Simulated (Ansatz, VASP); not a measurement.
## Os: VASP beside Ansatz

```
Os
1.0
     2.56406    0.00000    0.00000
     0.00000    2.56406    0.00000
     0.00000    0.00000    2.56406
Os
1
Cartesian
  0.0000 0.0000 0.0000
```

Alike in both runs: task single point; functional PBEsol; k mesh 14 × 14 × 14; occupations fermi-dirac, width 0.1 eV; no spin polarisation.

```csv
,VASP,Ansatz
version,VASP 6.6.1,Ansatz 0.2.0
potentials or method,"VASP PAW PBE potentials, release 64 (Os)","plane waves (420 eV) with PAW, scalar-relativistic"
plane-wave cutoff (eV),520,420
valence electrons in the cell,8,16
```

|  | VASP | Ansatz | Ansatz less VASP |
| --- | --- | --- | --- |
| pressure (GPa) | -10.3 | -10.2 | +0.09 |

The two sets of potentials don't hold the same shells in valence. Ansatz warned: «pseudo_functional_mismatch».

Caveats: the PAW data sets were made with another functional, which shifts forces and pressure a little (VASP). Spin-orbit coupling is left out, which matters for the levels of Os.
